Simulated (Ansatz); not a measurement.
Results of LDA in Ansatz (PAW) for spinel MgAl2O4.

Settings: plane-wave cutoff 520 eV, 8×8×8 k mesh, Fermi–Dirac smearing 0.01 eV, scalar-relativistic PAW data made under PBE.

Shape and atoms are relaxed at each volume.

Pressure at four volumes; x = ln(V/9.223 Å³). One pressure is withheld.

```csv
V (Å³/atom),x,P (GPa)
8.854,-0.0408,8.99
9.223,0.0000,0.00
9.407,0.0198,-3.85
9.592,0.0392,?
```

Q: Pass a parabola P(x) through the three rows shown, estimate the bulk modulus and its pressure derivative near zero pressure, and predict the withheld pressure.

A: Slopes between the rows: (0.00 − (8.99))/(0.0000 − (-0.0408)) = -220.34 and (-3.85 − (0.00))/(0.0198 − (0.0000)) = -194.44 GPa. Their difference over the span 0.0606 is c = 25.90/0.0606 = 427.4 GPa, so P(x) = 8.99 + (-220.34)(x − (-0.0408)) + 427.4 (x − (-0.0408))(x − (0.0000)). At the middle row B = −dP/dx = −[-220.34 + 427.4 × 0.0408] = 202.9 GPa, and B′ = dB/dP = 2c/B = 4.2. At x = 0.0392 the parabola gives -7.30 GPa; the run gives -7.34 GPa. The Birch–Murnaghan fit to the energies at all volumes has B0 = 203 GPa and B′ = 4.1.

Measured, for comparison: bulk modulus 195 GPa (300 K, copied from a table, unchecked, not corrected to a static lattice; as tabulated in BurnMan's mineral tables). Computed less measured: bulk modulus not scored (unchecked). A static lattice is as a rule a little smaller and stiffer than an uncorrected measurement, which can account for part of this in the bulk modulus.

Ansatz is a first-principles code.
